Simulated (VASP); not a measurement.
## BAs: relaxation of cell and atoms with HSE06+MBD

The system is BAs.

```
CELL_PARAMETERS angstrom
0.00000 2.38850 2.38850
2.38850 0.00000 2.38850
2.38850 2.38850 0.00000
ATOMIC_POSITIONS crystal
As 0.75000 0.75000 0.75000
B 0.00000 0.00000 0.00000
```

```json
{"Program": "VASP 6.6.1", "Task": "relaxation of cell and atoms", "Functional": "HSE06", "Dispersion": "MBD", "Potentials or basis": "VASP PAW PBE potentials, release 64 (As, B)", "Cutoff": "600 eV", "k mesh": "5 × 5 × 5", "Occupations": "tetrahedron", "Spin": "no spin polarisation", "Grid for exact exchange (PRECFOCK)": "Normal", "Screening parameter": "0.2 1/A", "Further INCAR settings": "ALGO = Normal; EDIFF = 1e-06; IBRION = 2; EDIFFG = -0.01; NSW = 40; ISIF = 3"}
```

The relaxed volume is 13.41 Å³/atom. The relaxed cell is a = 3.360 Å, b = 3.360 Å, c = 3.360 Å, α = 60.00°, β = 60.00°, γ = 60.00° and the space group after relaxing (to 0.05 Å) is F-43m (No. 216). The energy gained by relaxing is 1.7 meV/atom and the ionic steps are 3. The pressure after relaxing is -0.1 GPa, the band gap on the k mesh is 1.85 eV, indirect (least direct gap 4.16 eV) and the hirshfeld charges are As +0.13; B -0.13 e. The dispersion energy per atom is -0.218 eV.

The path:
```tsv
step	energy change (eV)	largest force (eV/Å)	pressure (GPa)	volume (Å³)
1	0.0000	0.0000	-2.53	27.25
2	-0.0007	0.0000	2.21	26.41
3	-0.0035	0.0000	-0.11	26.81
```

Final structure:
```xyz
2
Lattice="0.0000 2.3756 2.3756 2.3756 0.0000 2.3756 2.3756 2.3756 0.0000" Properties=species:S:1:pos:R:3 pbc="T T T"
As    3.5634    3.5634    3.5634
B     0.0000    0.0000    0.0000
```

Levels at points of the mesh, in eV from the valence-band top:
```csv
k point,band 2,band 3,band 4,band 5,band 6,band 7
"(0.00, 0.00, 0.00)",0.00,0.00,0.00,4.16,4.16,4.16
```

It took 8.4 min on 1 thread of AMD EPYC 9R45 (Zen 5), with other jobs on the host, peak memory 0.25 GiB.

Caveat: the k mesh is coarse (spacing up to 0.46 Å⁻¹), so the values aren't converged, least of all with exact exchange; the PAW data sets were made with another functional, which shifts forces and pressure a little; an odd mesh through Γ misses points on the zone boundary, where band edges often lie.
